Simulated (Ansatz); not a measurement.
Crystal: TiTe2.

```
Te Ti
1.0
     3.77700    0.00000    0.00000
    -1.88850    3.27098    0.00000
     0.00000    0.00000    6.49800
Te Ti
2 1
Cartesian
  0.0000 2.1807 4.7903
  1.8885 1.0903 1.7077
  0.0000 0.0000 0.0000
```

| Property | Result |
| --- | --- |
| Program | Ansatz 0.2.0 |
| Task | relaxation of cell and atoms |
| Functional | PBE |
| Potentials or basis | Ansatz PAW |
| Cutoff | 420 eV (not typed: the program's choice for these potentials) |
| k mesh | 8 × 8 × 4 |
| Occupations | fermi-dirac, width 0.05 eV |
| Spin | no spin polarisation |

At the start: volume 26.76 Å³/atom.

Q: How do energy, volume and symmetry change on relaxing?

A: It ends after 6 steps and the volume is 27.86 Å³/atom (+4.1 %); space group P-3m1 (No. 164, to 0.05 Å).

Step by step:
| step | energy change (eV) | largest force (eV/Å) | volume (Å³) |
| --- | --- | --- | --- |
| 1 | 0.0000 | 0.0120 | 80.28 |
| 2 | -0.0044 | 0.1261 | 84.79 |
| 3 | -0.0074 | 0.1244 | 84.04 |
| 4 | -0.0099 | 0.0090 | 83.55 |
| 5 | -0.0101 | 0.0001 | 83.57 |
| 6 | -0.0105 | 0.0001 | 83.57 |

Final structure:
```
Te Ti
1.0
     3.78815    0.00000    0.00000
    -1.89407    3.28063    0.00000
     0.00000    0.00000    6.72429
Te Ti
2 1
Direct
  0.33333 0.66667 0.74493
  0.66667 0.33333 0.25507
  0.00000 0.00000 0.00000
```

Caveat: the plane-wave basis is chosen anew once the cell has moved, so the energies of steps on either side of that aren't comparable; this functional lacks dispersion, which binds the layers, so the pressure and a relaxed spacing across them are unreliable.
